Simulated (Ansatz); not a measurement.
Here is an Ansatz 0.2.0 calculation.

The input input.yaml:

```yaml
crystal:
  lattice:
    - [2.67, 0.0, 0.0]
    - [-1.335, 2.3122878281, 0.0]
    - [0.0, 0.0, 4.966]
  atoms:
    - { symbol: Zn, position: [0.665417, 0.319743, 0.748931] }
    - { symbol: Zn, position: [0.32257, 0.680131, 0.251075] }
kpoints:
  mp_grid: { grid: [11, 11, 6] }
scf:
  occupations: { method: fermi_dirac, width: 0.05 }
hamiltonian:
  xc: pbe
  pseudopotentials: { kind: all_electron, lapw: { basis_error: 0.001 } }
output:
  forces: true
  stress: true
  eigenvalues: true
  populations: true
```

Potentials or basis: all-electron LAPW, scalar-relativistic.

Launch:

```console
$ ansatz run input.yaml --threads 1 --pin off --max-ram 2560MiB --backend cpu --events-out ev --progress --plain --runs-dir out
```

Question: Estimate the pressure.

Answer: -0.6 GPa.

Question: What does it give for the band gap on the k mesh?

Answer: None (metal or under the smearing width).

Question: Estimate the largest force.

Answer: 0.049 eV/Å.

Stress tensor (GPa, compression positive):
```
-0.30 -0.06 -0.01
-0.06 -0.41  0.01
-0.01  0.01 -1.17
```
